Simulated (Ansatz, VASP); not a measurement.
## Two plane-wave programs on TiC

```
Ti C
1.0
     3.04209    0.00000    0.00000
    -1.52104    2.63452    0.00000
     0.00000    0.00000    2.69797
Ti C
1 1
Direct
  0.00000 0.00000 0.50000
  0.33333 0.66667 0.00000
```

The cell was built by a generator and needn't be a form met in nature.

Alike in both runs: functional B3LYP; k mesh 5 × 5 × 5; occupations fermi-dirac, width 0.05 eV; no spin polarisation.

```csv
,VASP,Ansatz
version,VASP 6.6.1,Ansatz 0.2.0
potentials or method,"VASP PAW PBE potentials, release 64 (Ti_sv, C)",Ansatz PAW
plane-wave cutoff (eV),520,420
valence electrons in the cell,16,16
task,band structure,single point
```

VASP gave:

| Quantity | Value |
| --- | --- |
| gap on the k mesh at the Fermi level (eV) | none |
| pressure (GPa) | 1.0 |
| largest component of the traceless stress (GPa) | 6.35 |

Task: Estimate Ansatz's values.

Result: gap on the k mesh at the Fermi level (eV): none; pressure (GPa): 1.1; largest component of the traceless stress (GPa): 6.26.

A gap of «none» marks a metal or a gap that the smearing closes.

Caveats: the k mesh is coarse (spacing up to 0.48 Å⁻¹), so the values aren't converged, least of all with exact exchange; the PAW data sets were made with another functional, which shifts forces and pressure a little (VASP); the PAW data sets come from PBE, with cores solved anew for the run's functional, which leaves a small shift of forces and pressure (Ansatz); the thresholds are loose for stress (Ansatz).
